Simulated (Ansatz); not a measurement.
# SnTe (Fm-3m) in Ansatz: settings compared

The runs below take SnTe through band structure, single point, equation of state, with rPW86-PBE, PBE.

Everything below comes from runs of Ansatz 0.2.0. Logs are shortened: lines on timing, memory, paths and dates and some standing lists are left out, and cuts for length are marked.

**What was measured.**

A printed reference work, textbook reports, for a bulk crystal of SnTe at 300 K: band gap 0.18 eV (direct).

The results are compared with them further down.

**1. Starting point**

The structure is cubic, space group Fm-3m (No. 225). The conventional cell has a = 6.302 Å, b = 6.302 Å, c = 6.302 Å, α = 90.00°, β = 90.00°, γ = 90.00°. Te (site symmetry m-3m) is surrounded by 6 Sn at 3.15 Å. Around Sn (site symmetry m-3m) lie 6 Te at 3.15 Å.

**2. Band structure, rPW86-PBE**

input.yaml

```yaml
crystal:
  lattice:
    - [0.0, 3.15085, 3.15085]
    - [3.15085, 0.0, 3.15085]
    - [3.15085, 3.15085, 0.0]
  atoms:
    - { symbol: Te, position: [0.5, 0.5, 0.5] }
    - { symbol: Sn, position: [0.0, 0.0, 0.0] }
hamiltonian:
  xc: { exchange: rpw86, correlation: pbe }
  pseudopotentials: { kind: paw }
kpoints:
  mp_grid: { grid: [7, 7, 7] }
  band_path:
    path:
      - [[0.0, 0.0, 0.0], [0.5, 0.0, 0.5], [0.5, 0.25, 0.75], [0.375, 0.375, 0.75], [0.0, 0.0, 0.0], [0.5, 0.5, 0.5], [0.625, 0.25, 0.625], [0.5, 0.25, 0.75], [0.5, 0.5, 0.5], [0.375, 0.375, 0.75]]
      - [[0.625, 0.25, 0.625], [0.5, 0.0, 0.5]]
    npoints: 14
scf:
  occupations: { method: fermi_dirac, width: 0.05 }
  n_extra_bands: 6
output:
  forces: true
  stress: true
  eigenvalues: true
  fatbands: false
```

Potentials or basis: Ansatz PAW.

Started as:

```
ansatz run input.yaml --threads 2 --pin off --max-ram 5120MiB --backend cpu --events-out ev --progress --plain --runs-dir out
```

The program printed:

```text
Warning: RAYON_NUM_THREADS=2 ignored (pool sized by the plan → 2); use --threads N
scf.n_extra_bands = 6 over 15 filled bands (N_el = 30.0): the run solves 21 bands
Engine: ansatz 0.2.0, x86_64-unknown-linux-gnu
Pseudopotentials: kind: paw
Pseudopotential: Te, paw, valence charge 16, recommended cutoff 420 eV (normal), Te.paw.azcp
Pseudopotential: Sn, paw, valence charge 14, recommended cutoff 420 eV (normal), Sn.paw.azcp
Functional definition: unnamed
  exchange = rpw86_x
  correlation = pbe_c
Crystal: 2 atoms, lattice volume = 62.562 Å³
Basis set: ecut = 420 eV, 1243 PW (Γ), exchange–correlation on 60×60×60 points (8 copies of the dense FFT grid, shifted against one another)
Bands: 21, of which v1, the nominal top of the filled ones, is band 15 counted from 1 (14 counted from 0)
Symmetry: 48 space group operations
Space group: Fm-3m (ITA 225), of the structure as read, at distance tolerance 4.0e-5 Å
k-points: 20 of 343
Non-local potential: Te, projectors of the file, l = 0: 2, l = 1: 2, l = 2: 2, l = 3: 2
Non-local potential: Sn, projectors of the file, l = 0: 2, l = 1: 2, l = 2: 2, l = 3: 2
PAW form: soft (Blöchl's): semilocal exchange-correlation on the pseudo side does not see the compensation charge
PAW frozen core: Te, regenerated for the run's functional, and the local potential with it (the file was generated under x = pbe(κ = 0.804, μ = 0.2195149727645171), c = pbe(β = 0.06672455060314922))
PAW frozen core: Sn, regenerated for the run's functional, and the local potential with it (the file was generated under x = pbe(κ = 0.804, μ = 0.2195149727645171), c = pbe(β = 0.06672455060314922))
PAW one-centre angular grid: Te, 590 points (default); XC on 96 Gauss nodes
PAW one-centre angular grid: Sn, 590 points (default); XC on 96 Gauss nodes
Initial density: superposition of atomic densities (neutral atoms: chi_scale 0, normalization atom), corrected by the library's trained network
Initial wavefunctions: pseudopotential atomic-orbital guess
Functional: x = rpw86, c = pbe(β = 0.06672455060314922)
SCF iter   1: F=—  HF=-13105.548292 eV  |F-HF|=—  |Δ(HF+E_count)|=         —  Δρ=3.60e-3  dr2=6.14e-3  ethr=1.77e-3  ⟨swp⟩=6.8  Hψ=2273  notcnv=0
preconditioner: auto → none  [insulator: Δε(μ)=0.669 eV  Ē_g=10.292 eV  σ=0.050 eV  W_gap=1.00  n_scr=14 (ndim 8)  ℏωp=14.8 eV  f_vac=0.009  D(μ)=0.00/eV (n_scr^D=0)  ε∞_Penn≈3.1]
SCF iter   2: F=—  HF=-13105.544773 eV  |F-HF|=—  |Δ(HF+E_count)|=   3.52e-3  Δρ=1.63e-3  dr2=1.02e-3  ethr=2.05e-5  ⟨swp⟩=1.9  Hψ=635  notcnv=0  defer=2
SCF iter   3: F=—  HF=-13105.544460 eV  |F-HF|=—  |Δ(HF+E_count)|=   3.12e-4  Δρ=3.36e-4  dr2=6.47e-5  ethr=3.41e-6  ⟨swp⟩=2.5  Hψ=663  notcnv=0  defer=2
SCF iter   4: F=—  HF=-13105.544420 eV  |F-HF|=—  |Δ(HF+E_count)|=   4.02e-5  Δρ=9.15e-5  dr2=4.42e-6  ethr=2.16e-7  ⟨swp⟩=2.7  Hψ=679  notcnv=0  defer=2
SCF iter   5: F=—  HF=-13105.544419 eV  |F-HF|=—  |Δ(HF+E_count)|=   1.43e-6  Δρ=2.07e-5  dr2=2.64e-7  ethr=1.47e-8  ⟨swp⟩=2.0  Hψ=697  notcnv=0  defer=2
SCF iter   6: F=-13105.544419 eV  HF=-13105.544419 eV  |F-HF|=9.87e-8  |Δ(HF+E_count)|=   8.52e-8  Δρ=1.08e-5  dr2=7.09e-8  ethr=3.33e-10  ⟨swp⟩=8.2  Hψ=2059  notcnv=0
SCF 1 converged in 6 iterations: F = -13105.544419 eV  dr2 = 7.09e-8
NSCF: frozen V_eff on 142 k-points
SCF converged after 6 iterations
Free energy (F): -13105.544419 eV
Harris-Foulkes:  -13105.544419 eV  (|F-HF|=9.87e-8)
Internal energy: -13105.544345 eV  (E = F + TS)
E sigma→0 (E₀):  -13105.544382 eV
Entropy (-TS):   -0.000074 eV (-0.037 meV/atom)
Fermi energy:    9.896355 eV
--- Per-component energies (eV) ---
  E_band       = -349.167836
  E_kinetic    = 367.869539
  E_local      = -2147.637389  (includes V_loc(G=0)·N_el)
  E_nonlocal   = -350.528924
  E_hartree    = 1354.767154
  E_xc         = -512.882406
  E_vxc        = -201.117622  (∫ρ·V_xc dr)
  E_paw        = -8891.224811  (= ΣΔE_a)
  E_vpaw       = -727.306284  (= ΣTr[D̂ρ^β])
  E_aug_tail   = -0.000180  (compensation charges beyond the density's cutoff)
  E_ewald      = -2925.490525
  E_core_change = -0.416803  (= ΣΔE_core)
  E_smearing   = -0.000074  (= −TS)
  E_closure    = 0.000000  (closes the sum)
  Σ components = -13105.544419   (vs F -13105.544419, Δ=0.00e0)
--- Forces (eV/Å), atoms counted from 1 ---
  atom   1  Te     0.00000000    -0.00000000     0.00000000
  atom   2  Sn    -0.00000000     0.00000000     0.00000000
  max |Σ_I F_I| component: 3.29e-29 eV/Å
--- Stress (GPa, compression-positive) ---
        5.601153       0.000000      -0.000000
        0.000000       5.601153       0.000000
       -0.000000       0.000000       5.601153
  P = ⅓ Tr σ = 5.6012 GPa (56.012 kbar)
--- Band table (eV; the first three rows and the last of 20) ---
  k-point 0: bands = ["-27.2197", "-27.2197", "-27.2147", "-27.2147", "-27.2147", "-12.0824", "-12.0824", "-12.0751", "-12.0751", "-12.0751", "-2.9931", "5.0241", "7.6729", "7.6729", "7.6729", "13.1105", "13.1105", "13.1105", "14.7417", "14.7417", "14.7417"]
  k-point 1: bands = ["-27.2196", "-27.2196", "-27.2146", "-27.2145", "-27.2145", "-12.0834", "-12.0834", "-12.0748", "-12.0740", "-12.0740", "-2.8233", "4.1732", "7.7075", "7.7075", "8.2599", "12.3085", "12.3085", "12.3586", "14.6939", "15.1533", "15.1533"]
  k-point 2: bands = ["-27.2195", "-27.2195", "-27.2144", "-27.2142", "-27.2142", "-12.0859", "-12.0859", "-12.0742", "-12.0712", "-12.0712", "-2.3586", "2.7319", "7.8290", "7.8290", "9.0123", "11.0995", "11.0995", "11.1867", "15.3745", "16.2936", "16.2936"]
  k-point 19: bands = ["-27.2198", "-27.2192", "-27.2143", "-27.2140", "-27.2134", "-12.0948", "-12.0833", "-12.0731", "-12.0703", "-12.0651", "-1.3763", "2.2727", "4.9235", "5.6279", "8.5869", "10.9916", "14.0012", "14.8951", "15.1348", "16.3439", "19.8045"]
```

Run time: 3.2 s. Hardware: 2 threads of Intel Xeon Platinum 8488C (Sapphire Rapids), shared host; peak memory 0.41 GiB.

What came out:

```yaml
Free_energy: -13105.5444 eV
Pressure: 5.6 GPa
Band_gap_along_the_path: 0.02 eV, direct
```

Levels at the corners of the path, in eV from the Fermi level:
```csv
point,band 13,band 14,band 15,band 16,band 17,band 18
Γ,-2.22,-2.22,-2.22,3.21,3.21,3.21
X,-5.59,-3.79,-3.79,2.29,4.77,4.77
W,-4.85,-4.85,-0.91,0.75,4.64,4.64
K,-5.20,-3.30,-2.78,2.91,3.03,4.22
Γ,-2.22,-2.22,-2.22,3.21,3.21,3.21
L,-1.86,-1.86,-0.02,0.00,0.28,0.28
U,-5.20,-3.30,-2.78,2.91,3.03,4.22
W,-4.85,-4.85,-0.91,0.75,4.64,4.64
L,-1.86,-1.86,-0.02,0.00,0.28,0.28
K,-5.20,-3.30,-2.78,2.91,3.03,4.22
U,-5.20,-3.30,-2.78,2.91,3.03,4.22
X,-5.59,-3.79,-3.79,2.29,4.77,4.77
```

Caveat: this odd mesh misses L, where the gap lies, so gap, dielectric constants and Born charges aren't listed; spin-orbit coupling is left out, which moves the levels of the heavy elements; the PAW data sets come from PBE, with cores solved anew for the run's functional, which leaves a small shift of forces and pressure.

**3. Band structure, PBE**

input.yaml: that of step 2 with these lines changed.

```diff
@@ -9,4 +9,4 @@
 hamiltonian:
-  xc: { exchange: rpw86, correlation: pbe }
-  pseudopotentials: { kind: paw }
+  xc: pbe
+  pseudopotentials: { kind: paw, core: large }
 kpoints:
```

Potentials or basis: Ansatz PAW large core.

Started as:

```
ansatz run input.yaml --threads 2 --pin off --max-ram 5120MiB --backend cpu --events-out ev --progress --plain --runs-dir out
```

Wall time 1.9 s (2 threads of Intel Xeon Platinum 8488C (Sapphire Rapids), shared host); peak memory 0.39 GiB.

Results (log left out):

```
Free energy             : -10969.7960 eV
Pressure                : 2.2 GPa
Band gap along the path : 0.07 eV, indirect (least direct gap 0.09 eV)
```

Levels at the corners of the path, in eV from the Fermi level:
| point | band 8 | band 9 | band 10 | band 11 | band 12 | band 13 |
| --- | --- | --- | --- | --- | --- | --- |
| Γ | -2.22 | -2.22 | -2.22 | 3.28 | 3.28 | 3.28 |
| X | -5.66 | -3.82 | -3.82 | 2.09 | 4.85 | 4.85 |
| W | -4.91 | -4.91 | -0.90 | 0.77 | 4.55 | 4.55 |
| K | -5.26 | -3.33 | -2.79 | 2.95 | 3.01 | 4.12 |
| Γ | -2.22 | -2.22 | -2.22 | 3.28 | 3.28 | 3.28 |
| L | -1.89 | -1.89 | -0.06 | 0.03 | 0.29 | 0.29 |
| U | -5.26 | -3.33 | -2.79 | 2.95 | 3.01 | 4.12 |
| W | -4.91 | -4.91 | -0.90 | 0.77 | 4.55 | 4.55 |
| L | -1.89 | -1.89 | -0.06 | 0.03 | 0.29 | 0.29 |
| K | -5.26 | -3.33 | -2.79 | 2.95 | 3.01 | 4.12 |
| U | -5.26 | -3.33 | -2.79 | 2.95 | 3.01 | 4.12 |
| X | -5.66 | -3.82 | -3.82 | 2.09 | 4.85 | 4.85 |

Caveat: this odd mesh misses L, where the gap lies, so gap, dielectric constants and Born charges aren't listed; spin-orbit coupling is left out, which moves the levels of the heavy elements; this set keeps more shells in the core, which shifts pressures and gaps.

**4. Single point, PBE, 29.40 Å³/atom (volume scaled by 0.94)**

input.yaml

```yaml
crystal:
  lattice:
    - [0.0, 3.0865288906, 3.0865288906]
    - [3.0865288906, 0.0, 3.0865288906]
    - [3.0865288906, 3.0865288906, 0.0]
  atoms:
    - { symbol: Te, position: [0.5, 0.5, 0.5] }
    - { symbol: Sn, position: [0.0, 0.0, 0.0] }
hamiltonian:
  xc: pbe
  pseudopotentials: { kind: nc }
kpoints:
  mp_grid: { grid: [7, 7, 7] }
scf:
  occupations: { method: fermi_dirac, width: 0.05 }
output:
  forces: true
  stress: true
  eigenvalues: true
```

Potentials or basis: Ansatz NC.

Started as:

```
ansatz run input.yaml --threads 2 --pin off --max-ram 5120MiB --backend cpu --events-out ev --progress --plain --runs-dir out
```

Run time: 3.2 s. Hardware: 2 threads of Intel Xeon Platinum 8488C (Sapphire Rapids), shared host; peak memory 0.46 GiB.

It converged, with:

```yaml
Free_energy: -5171.9218 eV
Pressure: 5.8 GPa
```

Caveat: this odd mesh misses L, where the gap lies, so gap, dielectric constants and Born charges aren't listed.

**5. Single point, PBE, 30.03 Å³/atom (volume scaled by 0.96)**

input.yaml: that of step 4 with these lines changed.

```diff
@@ -2,5 +2,5 @@
   lattice:
-    - [0.0, 3.0865288906, 3.0865288906]
-    - [3.0865288906, 0.0, 3.0865288906]
-    - [3.0865288906, 3.0865288906, 0.0]
+    - [0.0, 3.1082657258, 3.1082657258]
+    - [3.1082657258, 0.0, 3.1082657258]
+    - [3.1082657258, 3.1082657258, 0.0]
   atoms:
```

Started as:

```
ansatz run input.yaml --threads 2 --pin off --max-ram 5120MiB --backend cpu --events-out ev --progress --plain --runs-dir out
```

Wall time 3.6 s (2 threads of Intel Xeon Platinum 8488C (Sapphire Rapids), shared host); peak memory 0.45 GiB.

It converged, with:

```yaml
Free_energy: -5171.9616 eV
Pressure: 4.5 GPa
```

Caveat: this odd mesh misses L, where the gap lies, so gap, dielectric constants and Born charges aren't listed.

**6. Single point, PBE, 30.66 Å³/atom (volume scaled by 0.98)**

input.yaml: that of step 5 with these lines changed.

```diff
@@ -2,5 +2,5 @@
   lattice:
-    - [0.0, 3.1082657258, 3.1082657258]
-    - [3.1082657258, 0.0, 3.1082657258]
-    - [3.1082657258, 3.1082657258, 0.0]
+    - [0.0, 3.1297027185, 3.1297027185]
+    - [3.1297027185, 0.0, 3.1297027185]
+    - [3.1297027185, 3.1297027185, 0.0]
   atoms:
```

Potentials or basis: Ansatz NC.

Started as:

```
ansatz run input.yaml --threads 2 --pin off --max-ram 5120MiB --backend cpu --events-out ev --progress --plain --runs-dir out
```

It took 3.9 s on 2 threads of Intel Xeon Platinum 8488C (Sapphire Rapids), shared host; peak memory 0.46 GiB.

It converged, with:

- Free energy: -5171.9919 eV
- Pressure: 3.3 GPa

Caveat: this odd mesh misses L, where the gap lies, so gap, dielectric constants and Born charges aren't listed.

**7. Single point, PBE, 31.28 Å³/atom**

input.yaml: that of step 6 with these lines changed.

```diff
@@ -2,5 +2,5 @@
   lattice:
-    - [0.0, 3.1297027185, 3.1297027185]
-    - [3.1297027185, 0.0, 3.1297027185]
-    - [3.1297027185, 3.1297027185, 0.0]
+    - [0.0, 3.15085, 3.15085]
+    - [3.15085, 0.0, 3.15085]
+    - [3.15085, 3.15085, 0.0]
   atoms:
```

Started as:

```
ansatz run input.yaml --threads 2 --pin off --max-ram 5120MiB --backend cpu --events-out ev --progress --plain --runs-dir out
```

Run time: 2.7 s. Hardware: 2 threads of Intel Xeon Platinum 8488C (Sapphire Rapids), shared host; peak memory 0.44 GiB.

The run converged. Its results:

- Free energy: -5172.0134 eV
- Pressure: 2.2 GPa

Caveat: this odd mesh misses L, where the gap lies, so gap, dielectric constants and Born charges aren't listed.

**8. Single point, PBE, 31.91 Å³/atom (volume scaled by 1.02)**

input.yaml: that of step 7 with these lines changed.

```diff
@@ -2,5 +2,5 @@
   lattice:
-    - [0.0, 3.15085, 3.15085]
-    - [3.15085, 0.0, 3.15085]
-    - [3.15085, 3.15085, 0.0]
+    - [0.0, 3.1717171644, 3.1717171644]
+    - [3.1717171644, 0.0, 3.1717171644]
+    - [3.1717171644, 3.1717171644, 0.0]
   atoms:
```

Started as:

```
ansatz run input.yaml --threads 2 --pin off --max-ram 5120MiB --backend cpu --events-out ev --progress --plain --runs-dir out
```

It took 2.6 s on 2 threads of Intel Xeon Platinum 8488C (Sapphire Rapids), shared host; peak memory 0.47 GiB.

The run converged. Its results:

```yaml
Free_energy: -5172.0272 eV
Pressure: 1.3 GPa
```

Caveat: this odd mesh misses L, where the gap lies, so gap, dielectric constants and Born charges aren't listed.

**9. Single point, PBE, 32.53 Å³/atom (volume scaled by 1.04)**

input.yaml: that of step 8 with these lines changed.

```diff
@@ -2,5 +2,5 @@
   lattice:
-    - [0.0, 3.1717171644, 3.1717171644]
-    - [3.1717171644, 0.0, 3.1717171644]
-    - [3.1717171644, 3.1717171644, 0.0]
+    - [0.0, 3.1923133075, 3.1923133075]
+    - [3.1923133075, 0.0, 3.1923133075]
+    - [3.1923133075, 3.1923133075, 0.0]
   atoms:
```

Potentials or basis: Ansatz NC.

Started as:

```
ansatz run input.yaml --threads 2 --pin off --max-ram 5120MiB --backend cpu --events-out ev --progress --plain --runs-dir out
```

Run time: 2.8 s. Hardware: 2 threads of Intel Xeon Platinum 8488C (Sapphire Rapids), shared host; peak memory 0.47 GiB.

Results (log left out):

| Property | Result |
| --- | --- |
| Free energy | -5172.0339 eV |
| Pressure | 0.4 GPa |

Caveat: this odd mesh misses L, where the gap lies, so gap, dielectric constants and Born charges aren't listed.

**10. Single point, PBE, 33.16 Å³/atom (volume scaled by 1.06)**

input.yaml: that of step 9 with these lines changed.

```diff
@@ -2,5 +2,5 @@
   lattice:
-    - [0.0, 3.1923133075, 3.1923133075]
-    - [3.1923133075, 0.0, 3.1923133075]
-    - [3.1923133075, 3.1923133075, 0.0]
+    - [0.0, 3.2126470615, 3.2126470615]
+    - [3.2126470615, 0.0, 3.2126470615]
+    - [3.2126470615, 3.2126470615, 0.0]
   atoms:
```

Started as:

```
ansatz run input.yaml --threads 2 --pin off --max-ram 5120MiB --backend cpu --events-out ev --progress --plain --runs-dir out
```

It took 2.9 s on 2 threads of Intel Xeon Platinum 8488C (Sapphire Rapids), shared host; peak memory 0.48 GiB.

It converged, with:

* Free energy: -5172.0344 eV
* Pressure: -0.3 GPa

Caveat: this odd mesh misses L, where the gap lies, so gap, dielectric constants and Born charges aren't listed.

**11. Equation of state, PBE**

No new run: the results of the series are fitted here.

Results:

* Equilibrium volume: 32.89 Å³/atom
* Bulk modulus: 40 GPa
* Pressure derivative of the bulk modulus: 4.4

Energy against volume, from the lowest point:
| volume (Å³/atom) | energy (meV/atom) |
| --- | --- |
| 29.404 | 56.27 |
| 30.030 | 36.35 |
| 30.656 | 21.25 |
| 31.281 | 10.47 |
| 31.907 | 3.59 |
| 32.532 | 0.21 |
| 33.158 | 0.00 |

Caveat: this odd mesh misses L, where the gap lies, so gap, dielectric constants and Born charges aren't listed.

**12. Overview**

```csv
task,level,potentials or basis,cutoff (eV),points for each segment of the path,pressure (GPa)
band structure,rPW86-PBE,Ansatz PAW,420,14,5.6
band structure,PBE,Ansatz PAW large core,420,14,2.2
equation of state,PBE,Ansatz NC,1120,-,-
```

Alike in all rows: no spin polarisation; cell as given; k mesh 7 × 7 × 7; smearing fermi-dirac 0.05 eV.

Caveats: spin-orbit coupling is left out, which moves the levels of the heavy elements (some runs); the PAW data sets come from PBE, with cores solved anew for the run's functional, which leaves a small shift of forces and pressure (some runs); this set keeps more shells in the core, which shifts pressures and gaps (some runs).

Absolute energies hang on the potentials; compare differences alone.

**13. Comparison with measurements**

Step 2. A measured gap of SnTe is 0.18 eV (direct; 300 K; a printed reference work, textbook); the calculated 0.02 eV misses it by -0.16 eV. Spin-orbit coupling on Sn, Te is left out. The value is that of rPW86-PBE, without temperature or zero-point motion.

Step 3. Measured gap of SnTe: 0.18 eV (direct; 300 K; a printed reference work, textbook). This calculation gives 0.07 eV (-0.11 eV). Spin-orbit coupling on Sn, Te is left out. The value is that of PBE, without temperature or zero-point motion. Semilocal functionals fall short of measured gaps as a rule.
